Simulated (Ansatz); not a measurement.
## TaS2

The computed numbers are results of PBE with spin–orbit coupling (two-component spinors) in the plane-wave PAW code Ansatz at 420 eV, Γ-centred 12×12×6 mesh, 0.05 eV Gaussian smearing. The datasets are Ansatz's generated set soft_2.

```yaml
crystal:
  lattice:
    - [3.37813, 0.00000, 0.00000]
    - [-1.68907, 2.92555, 0.00000]
    - [0.00000, 0.00000, 6.80222]
  atoms:
    - { symbol: Ta, position: [0.00000, 0.00000, 0.00000] }
    - { symbol: S, position: [0.33333, 0.66667, 0.22527] }
    - { symbol: S, position: [0.66667, 0.33333, 0.77473] }
```

The chain of runs began from a cell as deposited in COD, expanded in volume. The relaxation kept the space group but changed the cell's proportions, one axis by 10 % at equal volume, so the results may not describe the measured structure.

Magnetic state: non-magnetic, site spin moments none.

The run above is the reference. The same cell was run again with other input settings; several of them aren't fit for production, so the rows show the settings' effect and aren't properties of the material.

```tsv
keys changed	outcome	ΔE (meV/atom)	P (GPa)	gap on the mesh (eV)	cell moment (μB)	largest force component (eV/Å)	SCF iterations	rough core-seconds	new warnings
none (reference)	converged	0.0	0.0	metal	0.00	0.000	–	–	–
kpoints.mp_grid.grid: [12, 12, 6] → [8, 8, 4]; scf.mixing.algorithm: "anderson"; scf.mixing.beta: 0.05	converged	7.3	0.1	metal	0.00	0.040	40	140	–
basis.ecutwfc: 420 → "250 eV"; scf.mixing.preconditioner: "none"	converged	94.8	0.3	metal	0.00	0.038	16	60	cutoff below recommended
scf.convergence.dr2_threshold: 1e-08; accuracy: "low"	converged	0.0	0.0	metal	0.00	0.000	16	100	–
scf.mixing.algorithm: "msr1"; scf.mixing.beta: 0.9; scf.mixing.ndim: 4	converged	0.0	0.0	metal	0.00	0.000	13	90	–
```

These changes also left energy (to 0.1 meV/atom), pressure, gap, moment and forces as in the reference: scf.lower_state_search: "off" | accuracy: "medium".

ΔE is the energy with the smearing extrapolated to zero. It is left out where the change alters the Hamiltonian or the spin treatment. The varied runs start from atomic densities (corrected by the program's trained start where that serves), with the default search for lower states unless a row changes it.

Q: What happens with these changes: scf.convergence.dr2_threshold: 1e-05; scf.occupations.width: 0.05 → 0.01; hamiltonian.xc: "pbe" → "rpbe"?

A: outcome converged, P (GPa) 2.1, gap on the mesh (eV) metal, cell moment (μB) 0.00, largest force component (eV/Å) 0.138, SCF iterations 17, rough core-seconds 160, new warnings force scf threshold loose.

1 further run (cut off, refused for memory, with changed atoms or starts, or in doubt) is left out.

Of the reference: The starting moments died out; a magnetic state reached from other starts isn't excluded. The structure is built of weakly bound layers, and this functional has no dispersion term, so their spacing and all that hangs on it (volume, the soft elastic constants, low modes, dielectric constants) are poorly given.
